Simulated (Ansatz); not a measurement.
**Cs (Im-3m), two-dimensional strain map**

Level of theory: Ansatz 0.2.0, DFT PBE, scalar-relativistic, plane waves, PAW. Cutoff 420 eV, Γ-centred 12×12×12 k-points, Gaussian smearing of 0.15 eV. No spin polarisation. Energies are free energies at this smearing, counted from the undisturbed cell; pressure is positive in compression.

Zero of the scan (as given, not relaxed at this level; it stands at 0.1 GPa):

```xyz
1
Lattice="-3.0225 3.0225 3.0225 3.0225 -3.0225 3.0225 3.0225 3.0225 -3.0225" Properties=species:S:1:pos:R:3 pbc="T T T"
Cs    0.0000    0.0000    0.0000
```

The cell is strained by p along both x and y and by q along z, fractional coordinates fixed. Points are written (p, q).

Energy above the undisturbed cell in meV/atom (a dash: not computed):

```csv
p \ q,-0.080,-0.040,0.000,0.040,0.080
-0.080,74.5,53.9,37.5,24.7,14.7
-0.040,36.7,?,?,5.3,0.8
0.000,13.6,4.9,0.0,-2.1,-2.0
0.040,?,-1.5,-2.0,?,4.2
0.080,1.6,1.2,4.4,10.0,17.3
```

Question: Fill in the withheld energies.

Answer: (-0.040, -0.040): 22.5; (-0.040, 0.000): 12.3; (0.040, -0.080): 2.6; (0.040, 0.040): 0.2.